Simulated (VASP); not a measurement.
# PbSe (Clausthalite) (Fm-3m) in VASP: further runs

The runs below take PbSe (Clausthalite) through relaxation of the atoms, with LDA.

Everything below comes from runs of VASP 6.6.1. Logs are shortened: lines on timing, memory, paths and dates and some standing lists are left out, and cuts for length are marked.

### Step 1. The undisturbed crystal

Symmetry: Fm-3m, No. 225, cubic system. Conventional cell: a = 6.121 Å, b = 6.121 Å, c = 6.121 Å, α = 90.00°, β = 90.00°, γ = 90.00°. Pb (site symmetry m-3m) has 6 Se at 3.06 Å as nearest neighbours. Se (site symmetry m-3m) is surrounded by 6 Pb at 3.06 Å.

### Step 2. Relaxation of the atoms, LDA (a relaxed cell with its volume scaled by 0.94)

File INCAR:

```
SYSTEM = PbSe
PREC = Accurate
ENCUT = 600
EDIFF = 1E-7
ISMEAR = 0
SIGMA = 0.03
LREAL = .FALSE.
LASPH = .TRUE.
NELM = 80
ALGO = Normal
ISIF = 2
LWAVE = .FALSE.
LCHARG = .FALSE.
IBRION = 2
NSW = 40
EDIFFG = -0.01
```

File KPOINTS:

```
Automatic mesh
0
G
  8 8 8
  0 0 0
```

File POSCAR:

```
PbSe                                    
1.0
    0.0000000000      2.9611945807      2.9611945807
    2.9611945807      0.0000000000      2.9611945807
    2.9611945807      2.9611945807      0.0000000000
  Pb              Se            
     1     1
Direct
     0.0000000000000000    0.0000000000000000    0.0000000000000000
     0.5000000000000000    0.5000000000000000    0.5000000000000000
```

Potentials or basis: VASP PAW LDA potentials, release 64 (Pb_d, Se).

Launch:

```
$ cat potpaw_LDA.64/Pb_d/POTCAR potpaw_LDA.64/Se/POTCAR > POTCAR
$ mpirun -np 1 vasp_std > vasp.out
```

OUTCAR:

```text
SYSTEM = PbSe
   PREC = Accurate
   ENCUT = 600
   EDIFF = 1E-7
   ISMEAR = 0
   LREAL = .FALSE.
   LASPH = .TRUE.
   NELM = 80
   ISIF = 2
   IBRION = 2
   NSW = 40
   EDIFFG = -0.01

 ion  position               nearest neighbor table
   1  0.000  0.000  0.000-   2 2.96   2 2.96   2 2.96   2 2.96   2 2.96   2 2.96
   2  0.500  0.500  0.500-   1 2.96   1 2.96   1 2.96   1 2.96   1 2.96   1 2.96

  LATTYP: Found a face centered cubic cell.
 ALAT       =     5.9223891614

  Lattice vectors:

 A1 = (   0.0000000000,   2.9611945807,   2.9611945807)
 A2 = (   2.9611945807,   0.0000000000,   2.9611945807)
 A3 = (   2.9611945807,   2.9611945807,   0.0000000000)

Analysis of symmetry for initial positions (statically):
=====================================================================
 Subroutine PRICEL returns:
 Original cell was already a primitive cell.

 Routine SETGRP: Setting up the symmetry group for a
 face centered cubic supercell.

 Subroutine GETGRP returns: Found 48 space group operations
 (whereof 48 operations were pure point group operations)
 out of a pool of 48 trial point group operations.

The static configuration has the point symmetry O_h .

Analysis of symmetry for dynamics (positions and initial velocities):
=====================================================================
 Subroutine PRICEL returns:
 Original cell was already a primitive cell.

 Routine SETGRP: Setting up the symmetry group for a
 face centered cubic supercell.

 Subroutine GETGRP returns: Found 48 space group operations
 (whereof 48 operations were pure point group operations)
 out of a pool of 48 trial point group operations.

The dynamic configuration has the point symmetry O_h .

 Subroutine INISYM returns: Found 48 space group operations
 (whereof 48 operations are pure point group operations),
 and found     1 'primitive' translations

----------------------------------------------------------------------------------------

                                     Primitive cell

  volume of cell :      51.9315

  direct lattice vectors                    reciprocal lattice vectors
     0.000000000  2.961194581  2.961194581    -0.168850775  0.168850775  0.168850775
     2.961194581  0.000000000  2.961194581     0.168850775 -0.168850775  0.168850775
     2.961194581  2.961194581  0.000000000     0.168850775  0.168850775 -0.168850775

  length of vectors
     4.187761537  4.187761537  4.187761537     0.292458121  0.292458121  0.292458121

  position of ions in fractional coordinates (direct lattice)
     0.000000000  0.000000000  0.000000000
     0.500000000  0.500000000  0.500000000

  ion indices of the primitive-cell ions
   primitive index   ion index
                 1           1
                 2           2

----------------------------------------------------------------------------------------

 KPOINTS: Automatic mesh

Automatic generation of k-mesh.
 Grid dimensions read from file:
 generate k-points for:    8    8    8

 Generating k-lattice:

  Cartesian coordinates                     Fractional coordinates (reciprocal lattice)
    -0.021106347  0.021106347  0.021106347     0.125000000  0.000000000  0.000000000
     0.021106347 -0.021106347  0.021106347     0.000000000  0.125000000  0.000000000
     0.021106347  0.021106347 -0.021106347     0.000000000  0.000000000  0.125000000

  Length of vectors
     0.036557265  0.036557265  0.036557265

  Shift w.r.t. Gamma in fractional coordinates (k-lattice)
     0.000000000  0.000000000  0.000000000

 Subroutine IBZKPT returns following result:
 ===========================================

 Found     29 irreducible k-points:

 Following reciprocal coordinates:
            Coordinates               Weight
  0.000000  0.000000  0.000000      1.000000
  0.125000  0.000000  0.000000      8.000000
  0.250000  0.000000  0.000000      8.000000
  0.375000  0.000000  0.000000      8.000000
  0.500000  0.000000  0.000000      4.000000
  0.125000  0.125000  0.000000      6.000000
[... 16 lines left out ...]
  0.500000  0.250000  0.125000     48.000000
 -0.375000  0.250000  0.125000     24.000000
 [... further k-points ...]
   k-points           NKPTS =     29   k-points in BZ     NKDIM =     29   number of bands    NBANDS=     14
   number of dos      NEDOS =    301   number of ions     NIONS =      2
   total plane-waves  NPLWV =  46656
   dimension x,y,z NGX =    36 NGY =   36 NGZ =   36
   dimension x,y,z NGXF=    72 NGYF=   72 NGZF=   72
   ions per type =               1   1
   NGX,Y,Z   is equivalent  to a cutoff of  14.29, 14.29, 14.29 a.u.
   NGXF,Y,Z  is equivalent  to a cutoff of  28.58, 28.58, 28.58 a.u.
 SYSTEM =  PbSe
   PREC   = accura    normal or accurate (medium, high low for compatibility)
   ISTART =      0    job   : 0-new  1-cont  2-samecut
   ICHARG =      2    charge: 1-file 2-atom 10-const
   ISPIN  =      1    spin polarized calculation?
   LNONCOLLINEAR =      F non collinear calculations
   LSORBIT =      F    spin-orbit coupling
   LASPH  =      T    aspherical Exc in radial PAW
   ENCUT  =  600.0 eV  44.10 Ry    6.64 a.u.   8.36  8.36  8.36*2*pi/ulx,y,z
   NELM   =     80;   NELMIN=  2; NELMDL= -5     # of ELM steps
   EDIFF  = 0.1E-06   stopping-criterion for ELM
   LREAL  =      F    real-space projection
   EDIFFG = -.1E-01   stopping-criterion for IOM
   NSW    =     40    number of steps for IOM
   IBRION =      2    ionic relax: 0-MD 1-quasi-New 2-CG
   NFREE  =      1    steps in history (QN), initial steepest desc. (CG)
   ISIF   =      2    stress and relaxation
   ISYM   =      2    0-nonsym 1-usesym 2-fastsym
   POTIM  = 0.5000    time-step for ionic-motion
   TEBEG  =    0.0;   TEEND  =   0.0 temperature during run
   PSTRESS=    0.0 pullay stress
   NELECT =      20.0000    total number of electrons
   NUPDOWN=      -1.0000    fix difference up-down
   EMIN   =  10.00;   EMAX   =-10.00  energy-range for DOS
   EFERMI =   0.00;   METHOD = LEGACY
   ISMEAR =     0;   SIGMA  =   0.03  broadening in eV -4-tet -1-fermi 0-gaus
   EFERMI_NEDOS =   21; number of points for ismear=-14 and -15
   IALGO  =     38    algorithm
   IMIX   =      4    mixing-type and parameters
     AMIX     =   0.40;   BMIX     =  1.00
     AMIX_MAG =   1.60;   BMIX_MAG =  1.00
  volume/ion in A,a.u.               =      25.97       175.23
  Fermi-wavevector in a.u.,A,eV,Ry     =   1.191081  2.250816 19.302224  1.418673
  Thomas-Fermi vector in A             =   2.327151
   LORBIT       =      0    0 simple, 1 ext, 2 COOP (PROOUT), +10 PAW based schemes
   GGA     = CA    functional components
   LHFCALC =     F    Hartree Fock is set to
   AEXX    =    0.0000 exact exchange contribution
   IVDW    =     0    specifies the selected vdW correction
   LEPSILON=     F    determine dielectric tensor
   LRPA    =     F    only Hartree local field effects (RPA)
 conjugate gradient relaxation of ions
 non-spin polarized calculation
 Gauss-broadening in eV      SIGMA  =   0.03
  energy-cutoff  :      600.00
  volume of cell :       51.93
 maximum number of plane-waves:      1759
 NGX is ok and might be reduce to    36
   NGX = 17   NGY = 17   NGZ = 17

 number of electron      20.0000002 magnetization

 Free energy of the ion-electron system (eV)
  ---------------------------------------------------
  ext. energy  EPLUGINS =         0.00000000
  ---------------------------------------------------
  free energy    TOTEN  =        -9.41989570 eV

  energy without entropy =       -9.41989570  energy(sigma->0) =       -9.41989570

 E-fermi :   6.2245     XC(G=0): -10.2993

 val. band max:        6.1222262997   @ k =   0.5000   0.0000   0.0000
 cond. band min:       6.3266927224   @ k =   0.5000   0.0000   0.0000
 fundamental gap:      0.2044664228
 Fermi energy:         6.2244641788

 k-point     1 :       0.0000    0.0000    0.0000
  band No.  band energies     occupation
      1     -10.7775      2.00000
      2     -10.7775      2.00000
      3     -10.7693      2.00000
      4     -10.7693      2.00000
      5     -10.7693      2.00000
      6      -8.2997      2.00000
      7       0.0034      2.00000
      8       3.8736      2.00000
      9       3.8736      2.00000
     10       3.8736      2.00000
     11      11.0346      0.00000
     12      11.0346      0.00000
     13      11.0346      0.00000
     14      12.4735      0.00000

 k-point     2 :       0.1250    0.0000    0.0000
  band No.  band energies     occupation
      1     -10.7824      2.00000
      2     -10.7824      2.00000
      3     -10.7688      2.00000
      4     -10.7629      2.00000
      5     -10.7629      2.00000
      6      -8.1587      2.00000
      7      -0.5511      2.00000
      8       3.9241      2.00000
      9       3.9241      2.00000
     10       4.2808      2.00000
     11       9.8267      0.00000
     12      10.2344      0.00000
     13      10.2344      0.00000
     14      12.2718      0.00000

 k-point     3 :       0.2500    0.0000    0.0000
  band No.  band energies     occupation
      1     -10.7961      2.00000
      2     -10.7961      2.00000
      3     -10.7681      2.00000
      4     -10.7457      2.00000
      5     -10.7457      2.00000
      6      -7.7653      2.00000
      7      -1.6906      2.00000
      8       4.0715      2.00000
      9       4.0715      2.00000
     10       5.0003      2.00000
     11       8.2424      0.00000
     12       8.9632      0.00000
     13       8.9632      0.00000
     14      12.4906      0.00000
[... 324 lines left out ...]
 k-point    23 :       0.5000    0.2500    0.1250
  band No.  band energies     occupation
      1     -10.8685      2.00000
      2     -10.7918      2.00000
      3     -10.7648      2.00000
      4     -10.7346      2.00000
      5     -10.7220      2.00000
      6      -6.9327      2.00000
      7      -2.5518      2.00000
      8       2.3141      2.00000
      9       3.2058      2.00000
     10       4.9727      2.00000
     11       7.7042      0.00000
     12       9.3447      0.00000
     13      10.3576      0.00000
     14      12.7560      0.00000

 k-point    24 :      -0.3750    0.2500    0.1250
  band No.  band energies     occupation
      1     -10.8762      2.00000
      2     -10.7970      2.00000
      3     -10.7559      2.00000
      4     -10.7396      2.00000
      5     -10.7161      2.00000
      6      -6.6900      2.00000
      7      -2.8721      2.00000
      8       2.3156      2.00000
      9       2.7756      2.00000
     10       5.2308      2.00000
     11       7.3220      0.00000
     12       9.5990      0.00000
     13      10.4175      0.00000
     14      13.7206      0.00000

 [... further k-points ...]

------------------------ aborting loop because EDIFF is reached ----------------------------------------

  FORCE on cell =-STRESS in cart. coord.  units (eV):
  Direction    XX          YY          ZZ          XY          YZ          ZX
  --------------------------------------------------------------------------------------
  -------------------------------------------------------------------------------------
  Total        1.2904459      1.2904459      1.2904459      0.0000000      0.0000000      0.0000000
  in kB       39.8125098     39.8125098     39.8125098      0.0000000      0.0000000      0.0000000
  external PRESSURE =      39.8125098 kB  Pullay stress =       0.0000000 kB

 VOLUME and BASIS-vectors are now :
 -----------------------------------------------------------------------------
  energy-cutoff  :      600.00
  volume of cell :       51.93
      direct lattice vectors                 reciprocal lattice vectors
     0.000000000  2.961194581  2.961194581    -0.168850775  0.168850775  0.168850775
     2.961194581  0.000000000  2.961194581     0.168850775 -0.168850775  0.168850775
     2.961194581  2.961194581  0.000000000     0.168850775  0.168850775 -0.168850775

 POSITION                                       TOTAL-FORCE (eV/Angst)
 -----------------------------------------------------------------------------------
      0.00000      0.00000      0.00000         0.000000     -0.000000      0.000000
      2.96119      2.96119      2.96119        -0.000000      0.000000     -0.000000
 -----------------------------------------------------------------------------------
    total drift:                               -0.000000      0.000000      0.000000

  FREE ENERGIE OF THE ION-ELECTRON SYSTEM (eV)
  ---------------------------------------------------
  free  energy   TOTEN  =        -9.4198957007 eV

  energy  without entropy=       -9.4198956983  energy(sigma->0) =       -9.41989570

 reached required accuracy - stopping structural energy minimisation
```

It took 10 s on 1 thread of Intel Xeon 6975P-C (Granite Rapids), shared host; peak memory 0.18 GiB.

What came out:

```
Free energy             : -9.4199 eV
Pressure after relaxing : 4.0 GPa
Band gap on the k mesh  : 0.20 eV, direct
```

Final structure:
```xyz
2
Lattice="0.0000 2.9612 2.9612 2.9612 0.0000 2.9612 2.9612 2.9612 0.0000" Properties=species:S:1:pos:R:3 pbc="T T T"
Pb    0.0000    0.0000    0.0000
Se    2.9612    2.9612    2.9612
```

Levels at points of the mesh, in eV from the valence-band top:
```tsv
k point	band 6	band 7	band 8	band 9	band 10	band 11	band 12	band 13	band 14
(0.00, 0.00, 0.00)	-14.42	-6.12	-2.25	-2.25	-2.25	4.91	4.91	4.91	6.35
(0.50, 0.00, 0.00)	-13.09	-9.39	-1.74	-1.74	0.00	0.20	1.47	1.47	8.63
(0.50, 0.50, 0.00)	-12.54	-7.55	-5.80	-3.81	-3.81	3.28	5.99	5.99	6.47
```

Caveat: the relaxation stopped at its first step, so nothing moved; spin-orbit coupling is left out, which as a rule narrows the gap of such compounds by several tenths of an eV. A k mesh can miss the band edges.

### Step 3. Relaxation of the atoms, LDA (a relaxed cell with its volume scaled by 0.96)

INCAR is that of step 2.

KPOINTS is that of step 2.

File POSCAR:

```
PbSe                                    
1.0
    0.0000000000      2.9820487508      2.9820487508
    2.9820487508      0.0000000000      2.9820487508
    2.9820487508      2.9820487508      0.0000000000
  Pb              Se            
     1     1
Direct
     0.0000000000000000    0.0000000000000000    0.0000000000000000
     0.5000000000000000    0.5000000000000000    0.5000000000000000
```

Potentials or basis: VASP PAW LDA potentials, release 64 (Pb_d, Se).

Launch:

```
$ cat potpaw_LDA.64/Pb_d/POTCAR potpaw_LDA.64/Se/POTCAR > POTCAR
$ mpirun -np 1 vasp_std > vasp.out
```

Wall time 10 s (1 thread of Intel Xeon 6975P-C (Granite Rapids), shared host); peak memory 0.18 GiB.

The run converged. Its results:

```yaml
Free_energy: -9.4421 eV
Pressure_after_relaxing: 2.5 GPa
Band_gap_on_the_k_mesh: 0.12 eV, direct
```

Final structure:
```yaml
crystal:
  lattice:
    - [0.00000, 2.98205, 2.98205]
    - [2.98205, 0.00000, 2.98205]
    - [2.98205, 2.98205, 0.00000]
  atoms:
    - { symbol: Pb, position: [0.00000, 0.00000, 0.00000] }
    - { symbol: Se, position: [0.50000, 0.50000, 0.50000] }
```

Levels at points of the mesh, in eV from the valence-band top:
```csv
k point,band 7,band 8,band 9,band 10,band 11,band 12,band 13,band 14
"(0.00, 0.00, 0.00)",-6.22,-2.20,-2.20,-2.20,4.81,4.81,4.81,6.34
"(0.50, 0.00, 0.00)",-9.30,-1.72,-1.72,0.00,0.12,1.46,1.46,8.55
"(0.50, 0.50, 0.00)",-7.56,-5.66,-3.72,-3.72,3.31,5.85,5.85,6.31
```

Caveat: the relaxation stopped at its first step, so nothing moved; spin-orbit coupling is left out, which as a rule narrows the gap of such compounds by several tenths of an eV.

[end of part 1 of 2]
